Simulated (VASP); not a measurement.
Level of theory: LDA (Ceperley-Alder, Perdew-Zunger), VASP's LDA PAW potentials (set 64) (plane waves; VASP).

Input for VASP

File KPOINTS:
```
Automatic mesh
0
Gamma
9 9 9
0 0 0
```

INCAR:
```
ALGO = Normal
CSHIFT = 0.1
EDIFF = 1E-7
ENCUT = 520
ISMEAR = 0
LASPH = .TRUE.
LCHARG = .FALSE.
LMAXMIX = 4
LOPTICS = .TRUE.
LREAL = .FALSE.
LWAVE = .FALSE.
NBANDS = 48
NEDOS = 1001
NELM = 100
PREC = Accurate
SIGMA = 0.01
SYSTEM = SrF2
```

**POSCAR**
```
SrF2
2.8384990
  0.0000000000   1.0000000967   1.0000000967
  1.0000000967   0.0000000000   1.0000000967
  1.0000000967   1.0000000967   0.0000000000
Sr F
1 2
Direct
  0.0000000000   0.0000000000   0.0000000000
  0.2500000000   0.2500000000   0.2500000000
  0.7500000000   0.7500000000   0.7500000000
```

POTCAR, in this order: Sr_sv F (LDA.64 set). Program: vasp_std.

Output of the run:

**OSZICAR**
```
       N       E                     dE             d eps       ncg     rms          rms(c)
DAV:   1     0.152761055098E+03    0.15276E+03   -0.11461E+04  3368   0.498E+02
DAV:   2    -0.147300612921E+02   -0.16749E+03   -0.16034E+03  4032   0.174E+02
DAV:   3    -0.200836640928E+02   -0.53536E+01   -0.53016E+01  4320   0.258E+01
DAV:   4    -0.201405038197E+02   -0.56840E-01   -0.56812E-01  3936   0.243E+00
DAV:   5    -0.201408632292E+02   -0.35941E-03   -0.35941E-03  4024   0.180E-01    0.192E+01
DAV:   6    -0.187099873312E+02    0.14309E+01   -0.20613E+00  3816   0.653E+00    0.165E+01
DAV:   7    -0.186545604659E+02    0.55427E-01   -0.80636E-02  4152   0.120E+00    0.813E+00
DAV:   8    -0.186310536264E+02    0.23507E-01   -0.28995E-02  4592   0.740E-01    0.825E-01
DAV:   9    -0.186320654039E+02   -0.10118E-02   -0.13748E-03  4200   0.133E-01    0.312E-01
DAV:  10    -0.186325004205E+02   -0.43502E-03   -0.14929E-04  3888   0.427E-02    0.364E-02
DAV:  11    -0.186325277501E+02   -0.27330E-04   -0.82044E-06  4088   0.119E-02    0.226E-02
DAV:  12    -0.186325307652E+02   -0.30151E-05   -0.10217E-06  4448   0.412E-03    0.281E-03
DAV:  13    -0.186325308651E+02   -0.99900E-07   -0.10592E-07  4240   0.128E-03
   1 F= -.18632531E+02 E0= -.18632531E+02  d E =-.203179E-62
 imaginary and real dielectric function
```

OUTCAR:
```
------------------------ aborting loop because EDIFF is reached ----------------------------------------
  FORCE on cell =-STRESS in cart. coord.  units (eV):
  Direction    XX          YY          ZZ          XY          YZ          ZX
  --------------------------------------------------------------------------------------
  Total       -0.0060470     -0.0060470     -0.0060470      0.0000000     -0.0000000     -0.0000000
  in kB       -0.2118155     -0.2118155     -0.2118155      0.0000000     -0.0000000     -0.0000000
  external PRESSURE =      -0.2118155 kB  Pullay stress =       0.0000000 kB
  volume of cell :       45.74
      direct lattice vectors                 reciprocal lattice vectors
     0.000000000  2.838499275  2.838499275    -0.176149420  0.176149420  0.176149420
     2.838499275  0.000000000  2.838499275     0.176149420 -0.176149420  0.176149420
     2.838499275  2.838499275  0.000000000     0.176149420  0.176149420 -0.176149420
 POSITION                                       TOTAL-FORCE (eV/Angst)
 -----------------------------------------------------------------------------------
      0.00000      0.00000      0.00000         0.000000      0.000000      0.000000
      1.41925      1.41925      1.41925        -0.000000     -0.000000     -0.000000
      4.25775      4.25775      4.25775         0.000000      0.000000      0.000000
 -----------------------------------------------------------------------------------
    total drift:                                0.000000     -0.000000      0.000000
  FREE ENERGIE OF THE ION-ELECTRON SYSTEM (eV)
  ---------------------------------------------------
  free  energy   TOTEN  =       -18.6325308651 eV

  energy  without entropy=      -18.6325308651  energy(sigma->0) =      -18.63253087

 plasma frequency squared (from intraband transitions) (eV^2)
  --------------------------------------------------------------------------------------
       0.000      -0.000      -0.000
      -0.000       0.000       0.000
      -0.000       0.000       0.000

 plasma frequency squared (from interband transitions, int dw w eps(2)(w)) (eV^2)
  --------------------------------------------------------------------------------------
     500.852       0.000       0.000      -0.000      -0.000      -0.000
       0.000       0.000     500.852       0.000       0.000      -0.000
      -0.000       0.000       0.000       0.000     500.852       0.000
```
(Selected blocks of OUTCAR.)

### OUTCAR
```
 val. band max:       -1.9198500538   @ k =  -0.4444   0.4444   0.0000

 cond. band min:       4.9853605765   @ k =   0.0000   0.0000   0.0000


 Fermi energy:        -1.8036305883

 k-point     1 :       0.0000    0.0000    0.0000
  band No.  band energies     occupation
      1     -31.4779      2.00000
      2     -20.9697      2.00000
      3     -20.4927      2.00000
      4     -13.4803      2.00000
      5     -13.4803      2.00000
      6     -13.4803      2.00000
      7      -3.8468      2.00000
      8      -3.8468      2.00000
      9      -3.8468      2.00000
     10      -2.0034      2.00000
     11      -2.0033      2.00000
     12      -2.0033      2.00000
     13       4.9854      0.00000
     14       8.2667      0.00000
     15       8.2667      0.00000
     16      11.1334      0.00000
     17      11.1334      0.00000
     18      11.1334      0.00000
     19      14.7499      0.00000
     20      14.7499      0.00000
     21      14.7499      0.00000
     22      20.0041      0.00000
     23      24.2891      0.00000
     24      24.2891      0.00000
     25      24.3637      0.00000
     26      24.3637      0.00000
     27      24.3637      0.00000
     28      26.0343      0.00000
     29      26.0343      0.00000
     30      26.0343      0.00000
     31      28.0103      0.00000
     32      30.5724      0.00000
     33      30.5724      0.00000
     34      30.5724      0.00000
     35      37.3897      0.00000
     36      37.3897      0.00000
     37      37.3897      0.00000
     38      37.4279      0.00000
     39      37.4279      0.00000
     40      38.3747      0.00000
     41      41.5396      0.00000
     42      41.5396      0.00000
     43      41.5396      0.00000
     44      41.6216      0.00000
     45      41.6216      0.00000
     46      44.3931      0.00000
     47      44.3931      0.00000
     48      44.3931      0.00000

 k-point     2 :       0.1111    0.0000    0.0000
  band No.  band energies     occupation
...
```

The compound is SrF2 in the fluorite structure. It was relaxed first, which changed the volume by -6 %.
